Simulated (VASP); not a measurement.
Set up this calculation in VASP 6.6.1, as the native input.

```
Task                   : single point
Functional             : PBE
Dispersion             : D3(BJ)
Potentials or basis    : VASP PAW PBE potentials, release 64 (Mo_sv)
Cutoff                 : 520 eV
k mesh                 : 18 × 18 × 18
Occupations            : gaussian, width 0.1 eV
Spin                   : no spin polarisation
Further INCAR settings : ALGO = Normal; EDIFF = 1e-07
```

The structure of Mo lies in POSCAR:

```
Mo                                      
1.0
   -1.5661809977      1.5661809977      1.5661809977
    1.5661809977     -1.5661809977      1.5661809977
    1.5661809977      1.5661809977     -1.5661809977
  Mo            
     1
Direct
     0.0000000000000000    0.0000000000000000    0.0000000000000000
```

The input as run:

INCAR

```
SYSTEM = Mo
ALGO     = Normal         ! electronic algorithm
EDIFF    = 1E-7           ! SCF threshold, eV
ENCUT    = 520            ! plane-wave cutoff, eV
GGA      = PE             ! functional
ISIF     = 2              ! what is computed and relaxed
ISMEAR   = 0              ! smearing method
IVDW     = 12             ! dispersion correction
LASPH    = .True.         ! aspherical terms in the spheres
LCHARG   = .False.        ! write CHGCAR
LREAL    = .False.        ! projectors in reciprocal space
LWAVE    = .False.        ! write WAVECAR
NELM     = 100            ! most SCF steps
PREC     = Accurate       ! precision mode
SIGMA    = 0.1            ! smearing width, eV
```

KPOINTS

```
k-points
0
Gamma
  18 18 18
  0 0 0
```

Potentials or basis: VASP PAW PBE potentials, release 64 (Mo_sv).

Command:

```sh
$ cat potpaw_PBE.64/Mo_sv/POTCAR > POTCAR
$ mpirun -np 1 vasp_std > vasp.out
```

It gave:

```yaml
Pressure: 0.0 GPa
Band_gap_on_the_k_mesh: none (metal or under the smearing width)
Dispersion_energy_per_atom: -0.727 eV
```

Caveat: pairwise dispersion overbinds metals, which lowers pressure and volume.

Wall time 20 s on 1 thread of AMD EPYC 7R13 Processor (Zen 3), with other jobs on the host, peak memory 0.13 GiB.
